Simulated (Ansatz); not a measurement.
**SnSe: a single-point run**

Wanted: a converged single-point run for SnSe, and a check of what comes out. The structure is shown as the input types it.

Computed with Ansatz 0.2.0 (density functional or hybrid calculation with the settings of its input, plane waves (as first typed), unless a step's input says otherwise).

8 further runs of the same task are left out: 2 for a known fault of the program, 6 that didn't finish.

### 1 The structure to begin with

Symmetry: Fm-3m, No. 225, cubic system. The conventional cell has a = 5.970 Å, b = 5.970 Å, c = 5.970 Å, α = 90.00°, β = 90.00°, γ = 90.00°. Around Sn (site symmetry m-3m) lie 6 Se at 2.98 Å. Se (site symmetry m-3m) has 6 Sn at 2.98 Å as nearest neighbours.

As a file:

```xyz
2
Lattice="0.0000 2.9849 2.9849 2.9849 0.0000 2.9849 2.9849 2.9849 0.0000" Properties=species:S:1:pos:R:3 pbc="T T T"
Sn    0.0000    0.0000    0.0000
Se    2.9849    2.9849    2.9849
```

### 2 Input and run

The input, input.yaml:

```yaml
crystal:
  lattice:
    - [0.0, 2.9848894912, 2.9848894912]
    - [2.9848894912, 0.0, 2.9848894912]
    - [2.9848894912, 2.9848894912, 0.0]
  atoms:
    - { symbol: Sn, position: [0.0, 0.0, 0.0] }
    - { symbol: Se, position: [0.5, 0.5, 0.5] }
kpoints:
  mp_grid: { grid: [6, 6, 6] }
hamiltonian:
  xc: pbe
scf:
  occupations: { method: fixed }
  n_extra_bands: 4
  max_iter: 77
output:
  forces: true
  stress: true
  eigenvalues: true
basis:
  ecutwfc: 120
```

Command:

```bash
ansatz run input.yaml --threads 4 --pin off --max-ram 3686MiB --backend cpu --events-out ev --progress --plain --runs-dir out
```

What happens when this is run?

The run converged and reported no error, with warnings (cutoff below recommended). It gives a pressure of 19 GPa, which is large; a structure far from rest gives such values too, whatever the setting.

Look at the input: basis.ecutwfc is 120. The cutoff lies far under what these potentials need. The potentials' recommended cutoff is 420 eV.

The test: delete basis.ecutwfc (the default then holds).
